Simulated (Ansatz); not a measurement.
`COBS` + `CNC(C)=O` → dimethylacetamide + `OBS`  (substitution at a C–O bond)

Gas-phase electronic energies from Ansatz, PBE0-D4/def2-TZVP geometries. CCSD(T)/CBS adds triple-zeta CCSD(T) − MP2 to the extrapolated MP2 energy (def2 sets, frozen cores). DFT in def2-TZVPP. B3LYP here is the variant with VWN-RPA as its local correlation; programs differ in this. Each species was taken in one conformer, which may not be the lowest.

`COBS`:

Z-matrix (Å, degrees):
```
C
O 1 1.412
H 1 1.094 2 111.4
H 1 1.092 2 108.9 3 120.7
H 1 1.092 2 108.9 3 -120.7
B 2 1.343 1 121.9 3 -0.2
S 6 1.807 2 117.2 1 -180.0
H 6 1.199 2 121.9 1 0.0
H 7 1.341 6 95.3 2 -180.0
```

`CNC(C)=O`:

Cartesian coordinates in Å:
```
C -0.587 0.115 -1.801
N -0.284 -0.349 -0.473
C 0.311 0.440 0.457
C 0.552 -0.212 1.796
O 0.633 1.591 0.240
H -0.245 1.147 -1.871
H -1.662 0.085 -1.999
H -0.072 -0.481 -2.559
H -0.522 -1.290 -0.219
H 0.038 0.371 2.562
H 1.620 -0.169 2.015
H 0.217 -1.249 1.850
```

`CC(=O)N(C)C`:

Z-matrix (Å, degrees):
```
C
C 1 1.511
H 1 1.092 2 111.9
H 1 1.093 2 111.8 3 -121.2
H 1 1.087 2 107.2 3 119.4
O 2 1.218 1 120.6 3 -119.7
N 2 1.363 1 117.5 3 60.4
C 7 1.441 2 119.3 1 -179.8
C 7 1.438 2 125.2 1 -0.3
H 8 1.095 7 110.6 2 119.8
H 8 1.095 7 110.6 2 -120.4
H 8 1.087 7 108.6 2 -0.3
H 9 1.086 7 111.4 2 1.5
H 9 1.096 7 110.6 2 121.8
H 9 1.096 7 110.8 2 -118.9
```

`OBS`:

```xyz
6

O    -0.529   -1.114   -0.843
B    -0.293   -0.228    0.149
S     0.973    1.059   -0.016
H     0.018   -1.008   -1.627
H    -0.944   -0.315    1.145
H     0.776    1.606    1.192
```

```tsv
level	ΔE (eV)
PBE0-D4	-0.22
ωB97X-V	-0.19
ωB97M-V	-0.20
B2PLYP	-0.16
B3LYP	-0.10
HF/def2-TZVPP	-0.04
MP2/def2-TZVPP	-0.28
HF/def2-QZVPP	-0.03
```

Q: What does CCSD(T)/CBS give? (Estimate.)

A: The calculation gave: -0.23 eV. The listed levels differ from it by 0.01, 0.04, 0.03, 0.07, 0.13, 0.19, -0.05, 0.20 eV.

Largest T1 diagnostic among the species: 0.014.

In def2-TZVPP, CCSD(T) changes the Hartree–Fock value by −0.19 eV (the triples alone add −0.03 eV) and MP2 by −0.24 eV. The D4 term adds −0.06 eV with B3LYP and −0.03 eV with PBE0; it sums over pairs of atoms, weighted by their polarisabilities, and B3LYP, whose exchange is more repulsive, gets the larger term.

CCSD(T)/CBS has its own doubt, a few kJ/mol and more with outer-core shells, so smaller differences from it don't rank the levels.
